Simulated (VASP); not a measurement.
Crystal: BaTiO3.

```
Ba Ti O
1.0
     3.96658    0.00000    0.00000
     0.00000    3.96658    0.00000
     0.00000    0.00000    4.06565
Ba Ti O
1 1 3
Direct
  0.50000 0.50000 0.58219
  0.00000 0.00000 0.09861
  0.00000 0.50000 0.06385
  0.50000 0.00000 0.06385
  0.00000 0.00000 0.55150
```

The cell is a database's computed one.

Base run:

| Property | Result |
| --- | --- |
| Program | VASP 6.6.1 |
| Functional | PBEsol |
| Potentials or basis | VASP PAW PBE potentials, release 64 (Ba_sv, Ti_sv, O) |
| Cutoff | 520 eV |
| k mesh | 10 × 10 × 10 |
| Occupations | gaussian, width 0.02 eV |
| Spin | no spin polarisation |

Its results: band gap on the k mesh 1.76 eV, indirect (least direct gap 2.19 eV); pressure 0.2 GPa; largest force 0.003 eV/Å.

Q: The run is repeated on the same cell with these changes: potentials or basis from VASP PAW PBE potentials, release 64 (Ba_sv, Ti_sv, O) to VASP PAW PBE potentials, release 64 (Ba_sv, Ti_sv, O_h); cutoff from 520 eV to 900 eV; k mesh from 10 × 10 × 10 to 8 × 8 × 8. What comes out?

A: Band gap on the k mesh 1.77 eV, indirect (least direct gap 2.19 eV); pressure -0.3 GPa; largest force 0.034 eV/Å.

Caveats: the PAW data sets were made with another functional, which shifts forces and pressure a little; spin-orbit coupling is left out, which moves the levels of the heavy elements; the cutoff is under 1.25 times the usual one of these potentials, so pressure, stress and relaxed cells hold a basis-set (Pulay) error (some runs).

A k mesh can miss the band edges.
